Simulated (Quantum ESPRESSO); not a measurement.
# WS2 in Quantum ESPRESSO: convergence with SCF threshold

Aim: find how far SCF threshold must go before the results for WS2 settle, at PBE. This setting moves, with any that are tied to it; all else stays.

Program: Quantum ESPRESSO 7.5. These are calculated values, not measurements. Logs are shortened: lines on timing, memory, paths and dates and some standing lists are left out, and cuts for length are marked.

## (1) The cell of the first run

The cell holds a slab with vacuum, 3 atoms: a = 3.184 Å, b = 3.184 Å, c = 16.951 Å, α = 90.00°, β = 90.00°, γ = 120.00°.

The cell isn't the ideal one: atoms moved at random, drawn with an rms of 0.02 Å.

## (2) With SCF threshold 0.001 Ry

File pw.in:

```
&CONTROL
  calculation = 'scf'
  prefix = 'pwscf'
  outdir = './tmp'
  pseudo_dir = './pseudo'
  tprnfor = .true.
  tstress = .true.
  disk_io = 'nowf'
/
&SYSTEM
  ibrav = 0
  nat = 3
  ntyp = 2
  ecutwfc = 90
  nbnd = 20
  occupations = 'smearing'
  smearing = 'mp'
  degauss = 0.00734986
/
&ELECTRONS
  conv_thr = 0.001
  electron_maxstep = 120
  mixing_beta = 0.5
/
ATOMIC_SPECIES
W    183.8400 W.upf
S     32.0600 S.upf
CELL_PARAMETERS angstrom
   3.1835163552    0.0000000000    0.0000000000
  -1.5917581776    2.7570060369    0.0000000000
   0.0000000000    0.0000000000   16.9505778900
ATOMIC_POSITIONS crystal
W     -0.0046940000    0.0043770000   -0.0002280000
S      0.3396590000    0.6639690000    0.0912710000
S      0.3384470000    0.6788100000    0.9080440000
K_POINTS automatic
7 7 1 0 0 0
```

Potentials or basis: PseudoDojo 0.5 SR PBE stringent.

The run is started by

```sh
$ OMP_NUM_THREADS=1 pw.x -in pw.in > pw.out
```

pw.out:

```text
This program is part of the open-source Quantum ESPRESSO suite
     for quantum simulation of materials; please cite
[... 6 lines left out ...]
     --------------------
     sticks:   dense  smooth     PW     G-vecs:    dense   smooth      PW
     Sum         913     913    253               115705   115705   17611

     Using Slab Decomposition

     bravais-lattice index     =            0
     lattice parameter (alat)  =       6.0160  a.u.
     unit-cell volume          =    1003.9820 (a.u.)^3
     number of atoms/cell      =            3
     number of atomic types    =            2
     number of electrons       =        26.00
     number of Kohn-Sham states=           20
     kinetic-energy cutoff     =      90.0000  Ry
     charge density cutoff     =     360.0000  Ry
     scf convergence threshold =      1.0E-03
     mixing beta               =       0.5000
     number of iterations used =            8  plain     mixing
     Exchange-correlation= PBE
                           (   1   4   3   4   0   0   0)

     celldm(1)=   6.015974  celldm(2)=   0.000000  celldm(3)=   0.000000
     celldm(4)=   0.000000  celldm(5)=   0.000000  celldm(6)=   0.000000

     crystal axes: (cart. coord. in units of alat)
               a(1) = (   1.000000   0.000000   0.000000 )
               a(2) = (  -0.500000   0.866025   0.000000 )
               a(3) = (   0.000000   0.000000   5.324483 )

     reciprocal axes: (cart. coord. in units 2 pi/alat)
               b(1) = (  1.000000  0.577350 -0.000000 )
               b(2) = (  0.000000  1.154701  0.000000 )
               b(3) = (  0.000000 -0.000000  0.187812 )

     PseudoPot. # 1 for W  read from file:
     W.upf
     Pseudo is Norm-conserving + core correction, Zval = 14.0
     Generated using ONCVPSP code by D. R. Hamann
     Using radial grid of 1396 points,  8 beta functions with:
                l(1) =   0
                l(2) =   0
                l(3) =   1
[... 58 lines left out ...]

     Dense  grid:   115705 G-vectors     FFT dimensions: (  40,  40, 200)

     Initial potential from superposition of free atoms

     starting charge      25.9994, renormalised to      26.0000

     negative rho (up, down):  5.528E-06 0.000E+00
     Starting wfcs are   18 randomized atomic wfcs +    2 random wfcs

     Self-consistent Calculation

     iteration #  1     ecut=    90.00 Ry     beta= 0.50
     Davidson diagonalization with overlap
     ethr =  1.00E-02,  avg # of iterations =  6.4

     Threshold (ethr) on eigenvalues was too large:
     Diagonalizing with lowered threshold

     Davidson diagonalization with overlap
     ethr =  3.21E-04,  avg # of iterations =  5.9

     negative rho (up, down):  5.470E-07 0.000E+00
[... 22 lines left out ...]
     iteration #  4     ecut=    90.00 Ry     beta= 0.50
     Davidson diagonalization with overlap
     ethr =  7.41E-05,  avg # of iterations =  2.1

     End of self-consistent calculation

          k = 0.0000 0.0000 0.0000 ( 14407 PWs)   bands (ev):

   -73.8000 -38.0347 -37.8896 -37.8833 -14.5551 -12.8496  -6.1098  -2.7329
    -2.6587  -1.8046  -1.5843  -1.2820   0.2697   2.9531   3.2493   3.3244
     3.4402   5.2509   5.7992   5.8415
[... 105 lines left out ...]
   -73.7854 -38.1545 -37.9811 -37.9800 -12.7716 -12.2516  -5.5688  -4.5747
    -4.0794  -3.2419  -2.3045  -1.4870  -0.5989   2.6359   3.2920   3.8071
     5.0856   7.1932   7.9492   8.1110

          k =-0.2857-0.3299 0.0000 ( 14461 PWs)   bands (ev):

   -73.7854 -38.1570 -37.9801 -37.9789 -12.7640 -12.2629  -5.5645  -4.5330
    -4.0823  -3.2843  -2.2820  -1.4652  -0.6315   2.6506   3.2545   3.7371
     5.2013   7.1813   7.9541   8.1061

          k = 0.4286-0.0825 0.0000 ( 14461 PWs)   bands (ev):
[... 25 lines left out ...]
   -73.7819 -38.1565 -38.0648 -37.9674 -12.2275 -12.0274  -5.4002  -5.3711
    -3.9512  -3.5097  -3.1173  -1.8942  -0.0461   2.3848   3.7294   3.9924
     5.6302   6.8984   7.8200   9.2798

     the Fermi energy is     0.9953 ev

!    total energy              =    -195.90060517 Ry
     estimated scf accuracy    <       0.00071347 Ry
     smearing contrib. (-TS)   =       0.00000000 Ry
     internal energy E=F+TS    =    -195.90060517 Ry

     The total energy is F=E-TS. E is the sum of the following terms:
     one-electron contribution =    -866.17605770 Ry
     hartree contribution      =     433.49085707 Ry
     xc contribution           =     -45.78178816 Ry
     ewald contribution        =     282.56638362 Ry

     convergence has been achieved in   4 iterations

     Forces acting on atoms (cartesian axes, Ry/au):

     atom    1 type  1   force =     0.02704980    0.00092233   -0.00324429
     atom    2 type  2   force =    -0.01854646    0.00725580    0.01950837
     atom    3 type  2   force =    -0.00850334   -0.00817814   -0.01626408

     Total force =     0.043863     Total SCF correction =     0.012266
     SCF correction compared to forces is large: reduce conv_thr to get better values

     Computing stress (Cartesian axis) and pressure

          total   stress  (Ry/bohr**3)                   (kbar)     P=        9.62
   0.00005088   0.00001732  -0.00002893            7.48        2.55       -4.26
   0.00001732   0.00005027   0.00004442            2.55        7.39        6.53
  -0.00002893   0.00004442   0.00009513           -4.26        6.53       13.99

=------------------------------------------------------------------------------=
   JOB DONE.
=------------------------------------------------------------------------------=
```

It took 74 s on 1 thread of Arm Neoverse V1, shared host; peak memory 0.33 GiB.

Results:

```yaml
Free_energy: -2665.3635 eV
Largest_force: 0.717 eV/Å
Band_gap_on_the_k_mesh: 2.07 eV, indirect (least direct gap 2.42 eV)
```

## (3) With SCF threshold 0.0001 Ry

Changes to pw.in since step 2:

```diff
@@ -20,3 +20,3 @@
 &ELECTRONS
-  conv_thr = 0.001
+  conv_thr = 0.0001
   electron_maxstep = 120
```

Potentials or basis: PseudoDojo 0.5 SR PBE stringent.

The run is started by

```sh
$ OMP_NUM_THREADS=1 pw.x -in pw.in > pw.out
```

Run time: 93 s. Hardware: 1 thread of Arm Neoverse V1, shared host; peak memory 0.33 GiB.

What came out:

```
Free energy            : -2665.3645 eV
Largest force          : 0.706 eV/Å
Band gap on the k mesh : 2.05 eV, indirect (least direct gap 2.42 eV)
```

## (4) With SCF threshold 1e-05 Ry

Changes to pw.in since step 3:

```diff
@@ -20,3 +20,3 @@
 &ELECTRONS
-  conv_thr = 0.0001
+  conv_thr = 1d-05
   electron_maxstep = 120
```

The run is started by

```sh
$ OMP_NUM_THREADS=1 pw.x -in pw.in > pw.out
```

It took 1.7 min on 1 thread of Arm Neoverse V1, shared host; peak memory 0.33 GiB.

What came out:

```yaml
Free_energy: -2665.3651 eV
Largest_force: 0.705 eV/Å
Band_gap_on_the_k_mesh: 2.05 eV, indirect (least direct gap 2.42 eV)
```

## (5) With SCF threshold 1e-06 Ry

Changes to pw.in since step 4:

```diff
@@ -20,3 +20,3 @@
 &ELECTRONS
-  conv_thr = 1d-05
+  conv_thr = 1d-06
   electron_maxstep = 120
```

The run is started by

```sh
$ OMP_NUM_THREADS=1 pw.x -in pw.in > pw.out
```

It took 2.1 min on 1 thread of Arm Neoverse V1, shared host; peak memory 0.33 GiB.

Results:

```yaml
Free_energy: -2665.3652 eV
Largest_force: 0.706 eV/Å
Band_gap_on_the_k_mesh: 2.06 eV, indirect (least direct gap 2.42 eV)
```

## (6) With SCF threshold 1e-07 Ry

Changes to pw.in since step 5:

```diff
@@ -20,3 +20,3 @@
 &ELECTRONS
-  conv_thr = 1d-06
+  conv_thr = 1d-07
   electron_maxstep = 120
```

Potentials or basis: PseudoDojo 0.5 SR PBE stringent.

The run is started by

```sh
$ OMP_NUM_THREADS=1 pw.x -in pw.in > pw.out
```

Wall time 2.3 min (1 thread of Arm Neoverse V1, shared host); peak memory 0.33 GiB.

Results (log left out):

| Item | Value |
| --- | --- |
| Free energy | -2665.3652 eV |
| Largest force | 0.707 eV/Å |
| Band gap on the k mesh | 2.06 eV, indirect (least direct gap 2.42 eV) |

## (7) With SCF threshold 1e-08 Ry

Changes to pw.in since step 6:

```diff
@@ -20,3 +20,3 @@
 &ELECTRONS
-  conv_thr = 1d-07
+  conv_thr = 1d-08
   electron_maxstep = 120
```

The run is started by

```sh
$ OMP_NUM_THREADS=1 pw.x -in pw.in > pw.out
```

It took 2.6 min on 1 thread of Arm Neoverse V1, shared host; peak memory 0.33 GiB.

Results (log left out):

| Item | Value |
| --- | --- |
| Free energy | -2665.3652 eV |
| Largest force | 0.707 eV/Å |
| Band gap on the k mesh | 2.06 eV, indirect (least direct gap 2.42 eV) |

## (8) With SCF threshold 1e-10 Ry

Changes to pw.in since step 7:

```diff
@@ -20,3 +20,3 @@
 &ELECTRONS
-  conv_thr = 1d-08
+  conv_thr = 1d-10
   electron_maxstep = 120
```

The run is started by

```sh
$ OMP_NUM_THREADS=1 pw.x -in pw.in > pw.out
```

It took 2.9 min on 1 thread of Arm Neoverse V1, shared host; peak memory 0.33 GiB.

The run converged. Its results:

```
Free energy            : -2665.3652 eV
Largest force          : 0.707 eV/Å
Band gap on the k mesh : 2.06 eV, indirect (least direct gap 2.42 eV)
```

## (9) With SCF threshold 1e-12 Ry

Changes to pw.in since step 8:

```diff
@@ -20,3 +20,3 @@
 &ELECTRONS
-  conv_thr = 1d-10
+  conv_thr = 1d-12
   electron_maxstep = 120
```

Potentials or basis: PseudoDojo 0.5 SR PBE stringent.

The run is started by

```sh
$ OMP_NUM_THREADS=1 pw.x -in pw.in > pw.out
```

Run time: 3 min. Hardware: 1 thread of Arm Neoverse V1, shared host; peak memory 0.33 GiB.

The run converged. Its results:

```
Free energy            : -2665.3652 eV
Largest force          : 0.707 eV/Å
Band gap on the k mesh : 2.06 eV, indirect (least direct gap 2.42 eV)
```

## (10) The series at a glance

```
SCF threshold  energy less the tightest run, at zero smearing (meV/atom)  largest force (eV/Å)  gap on the mesh (eV)  SCF cycles  CPU time (s)  peak memory (GiB)
     0.001 Ry                                                       0.57                 0.717                 2.065           4            74               0.33
    0.0001 Ry                                                       0.25                 0.706                 2.049           5            93               0.33
     1e-05 Ry                                                       0.03                 0.705                 2.054           6           100               0.33
     1e-06 Ry                                                       0.00                 0.706                 2.056           8           130               0.33
     1e-07 Ry                                                       0.00                 0.707                 2.056           9           140               0.33
     1e-08 Ry                                                       0.00                 0.707                 2.056          10           150               0.33
     1e-10 Ry                                                       0.00                 0.707                 2.056          12           170               0.33
     1e-12 Ry                                                       0.00                 0.707                 2.056          13           180               0.33
```

Against the tightest run, the energy stays within 1 meV/atom from 0.001 Ry on; the largest force stays within 0.005 eV/Å from 0.0001 Ry on; the gap on the mesh stays within 0.01 eV from 0.001 Ry on. The tightest run that finished is the yardstick and may itself not be fully converged.

Caveats: this smearing can shift energies of a crystal with a gap; spin-orbit coupling is left out, which moves the levels of the heavy elements.
